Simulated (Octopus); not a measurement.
## MnO in Octopus: convergence with threshold

The system is MnO.

```
Mn O
1.0
     0.00000    2.22391    2.22391
     2.22391    0.00000    2.22391
     2.22391    2.22391    0.00000
Mn O
1 1
Direct
  0.00000 0.00000 0.00000
  0.50000 0.50000 0.50000
```

The cell is a database's computed one.

```yaml
Program: Octopus 16.4
Task: convergence study
Functional: PBEsol
Potentials_or_basis: pseudodojo_pbesol (PseudoDojo 0.4, PBEsol)
Grid_spacing: 0.143 Å
k_mesh: 5 × 5 × 5
Occupations: fermi-dirac, width 0.05 eV
Spin: collinear spin, ferromagnetic start
Starting_moments: "[8.0, 0.0] μB"
Hubbard_terms: Mn d U = 4.5 eV
```

These are the settings of the first run; the series varies threshold, with any setting tied to it.

Hardware: 1 thread of Arm Neoverse V2, on a shared host.

Task: The values tried are 0.01, 0.001, 0.0001, 1e-05, 1e-06, 1e-07, 1e-08, loosest first. From which on does the energy stay within 1 meV/atom of the tightest run that finished?

Result: From 0.001 on.

```
threshold  energy less the tightest run, at zero smearing (meV/atom)  largest site moment (μB)  gap on the mesh (eV)  SCF cycles  CPU time (s)  peak memory (GiB)
     0.01                                                       2.86                      4.81                 0.338           4            55                0.4
    0.001                                                       0.01                      4.82                 0.380           7            80                0.4
   0.0001                                                       0.00                      4.82                 0.376           9            96                0.4
    1e-05                                                       0.00                      4.82                 0.376          12           120                0.4
    1e-06                                                       0.00                      4.82                 0.376          15           140                0.4
    1e-07                                                       0.00                      4.82                 0.376          16           150                0.4
    1e-08                                                       0.00                      4.82                 0.376          20           180                0.4
```

Against the tightest run, the largest site moment stays within 0.02 μB from 0.01 on; the gap on the mesh stays within 0.01 eV from 0.001 on. The tightest run that finished is the yardstick and may itself not be fully converged.

Caveat, for the tightest run too: the k mesh is coarse (spacing up to 0.49 Å⁻¹), so the values aren't converged; U acts on the potentials' truncated atomic orbitals, so values differ from other programs' at the same U, and they weren't checked against one; an odd mesh through Γ misses points on the zone boundary, where band edges often lie; a cell with one magnetic atom can't hold antiferromagnetic order, which such compounds often take. The state reached can hang on the start; a lower one may exist.
